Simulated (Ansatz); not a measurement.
# BN: the cost of one run

Computed with Ansatz 0.2.0 (DFT PBE, scalar-relativistic, plane waves, PAW, unless a step's input says otherwise).

3 further runs of the same task are left out: 3 set aside as unsound or not needed.

### 1 Starting point

Symmetry: P6_3mc, No. 186, hexagonal system. The conventional cell has a = 2.555 Å, b = 2.555 Å, c = 4.225 Å, α = 90.00°, β = 90.00°, γ = 120.00°. B (site symmetry 3m) is surrounded by 4 N at 1.57 to 1.58 Å. Around N (site symmetry 3m) lie 4 B at 1.57 to 1.58 Å.

Coordinates:

```cif
data_structure
_symmetry_space_group_name_H-M 'P6_3mc'
_symmetry_Int_Tables_number 186
_cell_length_a 2.5546
_cell_length_b 2.5546
_cell_length_c 4.2245
_cell_angle_alpha 90.000
_cell_angle_beta 90.000
_cell_angle_gamma 120.000
_cell_volume 23.88
loop_
_atom_site_label
_atom_site_type_symbol
_atom_site_symmetry_multiplicity
_atom_site_Wyckoff_symbol
_atom_site_fract_x
_atom_site_fract_y
_atom_site_fract_z
_atom_site_occupancy
B1 B 2 b 0.66667 0.33333 0.99981 1
N1 N 2 b 0.66667 0.33333 0.62519 1
```

It goes back to an entry of the Materials Project, which need not be the stable form.

It is the result of an earlier relaxation at this level (volume 5.97 Å³/atom; gap on the mesh: 5.23 eV).

### 3 Setting up the map

The energy is mapped over two normal modes frozen in (zone-centre modes of the cell shown).

- amplitude of mode 4 (472 cm⁻¹), largest displacement: 9 values from −0.125 to 0.125 Å
- amplitude of mode 12 (1110 cm⁻¹), largest displacement: 9 values from −0.060 to 0.060 Å

Nothing else is relaxed (the cell and all other modes fixed). Energies count from the relaxed high-symmetry cell. Points are written as (first, second).

Displacement patterns for an amplitude of 1 (Å):

```
atom      x1     y1     z1     x2     y2      z2
  B1   0.934  0.000  0.000  0.000  0.000   1.000
  B2  -0.934  0.000  0.000  0.000  0.000  -1.000
  N3  -1.000  0.000  0.000  0.000  0.000   0.508
  N4   1.000  0.000  0.000  0.000  0.000  -0.508
```

(The set-up runs are not shown.)

### 4 Grid point (0.000 Å, −0.030 Å)

Input file input.yaml:

```yaml
crystal:
  lattice:
    - [2.5546214127, 0.0, 0.0]
    - [-1.2773107064, 2.2123670404, 0.0]
    - [0.0, 0.0, 4.22454946]
  atoms:
    - { symbol: B, position: [0.6666666667, 0.3333333333, 0.9927050963] }
    - { symbol: B, position: [0.3333333333, 0.6666666667, 0.5069077943] }
    - { symbol: "N", position: [0.6666666667, 0.3333333333, 0.6215883171] }
    - { symbol: "N", position: [0.3333333333, 0.6666666667, 0.1287987923] }
basis:
  ecutwfc: 520.0
kpoints:
  mp_grid: { grid: [12, 12, 6] }
hamiltonian:
  xc: pbe
scf:
  occupations: { method: gaussian, width: 0.05 }
output:
  forces: true
  stress: true
  eigenvalues: true
```

On the command line:

```bash
> ansatz run input.yaml --threads 1 --pin off --max-ram 2048MiB --backend cpu --events-out ev --progress --plain --runs-dir out
```

What time and memory should one allow on 1 thread of Intel Xeon Platinum 8259CL at 2.50GHz (Skylake/Cascade Lake), shared host?

About 3.3 s, with a peak of 0.38 GiB.
